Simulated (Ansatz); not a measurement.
# CdSe: the cell at several levels of theory

One table from this session's results is given with a row withheld; the runs are named, their logs left out.

The COD entry's cell or inner coordinates are ideal or old and differ from later refinements, so a difference from it is no clean test against experiment.

Program: Ansatz 0.2.0. PAW datasets, plane waves, zero pressure. No spin polarisation and no zero-point or thermal motion.

**The cell**

Space group P6_3mc (No. 186), hexagonal; a = 4.300 Å, c = 7.020 Å in the conventional setting, 28.10 Å³ an atom. Cd has 4 Se at 2.61–2.70 Å; Se has 4 Cd at 2.61–2.70 Å.

As a file:

Space group P6_3mc (No. 186). a = 4.300 Å, b = 4.300 Å, c = 7.020 Å, α = 90.00°, β = 90.00°, γ = 120.00°
```
atom  site  symmetry       x       y       z
  Cd    2b       3m.  0.3333  0.6667  0.0000
  Se    2b       3m.  0.3333  0.6667  0.3850
```

Set-up of the first run:

Input file input.yaml:

```yaml
crystal:
  lattice:
    - [4.3, 0.0, 0.0]
    - [-2.15, 3.7239092363, 0.0]
    - [0.0, 0.0, 7.02]
  atoms:
    - { symbol: Cd, position: [0.3333333333, 0.6666666667, 0.0] }
    - { symbol: Cd, position: [0.6666666667, 0.3333333333, 0.5] }
    - { symbol: Se, position: [0.3333333333, 0.6666666667, 0.385] }
    - { symbol: Se, position: [0.6666666667, 0.3333333333, 0.885] }
kpoints:
  mp_grid: { grid: [6, 6, 4] }
hamiltonian:
  xc: pbe
scf:
  occupations: { method: fermi_dirac, width: 0.02 }
relax:
  f_tol: 0.005
  cell: {}
output:
  write_density: true
  write_potential: true
  elf: true
  volumetric_format: npy
```

Run with:

```console
> ansatz run input.yaml --threads 4 --pin off --max-ram 9216MiB --backend cpu --events-out ev --progress --plain --runs-dir out
```

Among the steps run: Relaxation with PBE; Relaxing with r2SCAN; Relaxation with PBEsol; Relaxing with LDA; Relaxation with HSE06.

One table of the session follows, with a row left open; its other results are not shown here.

| level | a (Å) | c (Å) | volume (Å³/atom) |
| --- | --- | --- | --- |
| PBE | ? | ? | ? |
| r2SCAN | 4.341 | 7.077 | 28.868 |
| PBEsol | 4.303 | 7.019 | 28.137 |
| LDA | 4.249 | 6.936 | 27.116 |
| HSE06 | 4.348 | 7.085 | 28.999 |

Q: Estimate the row for PBE from the others.

As computed: a (Å): 4.383; c (Å): 7.154; volume (Å³/atom): 29.758. In the column «a (Å)» it is the highest.
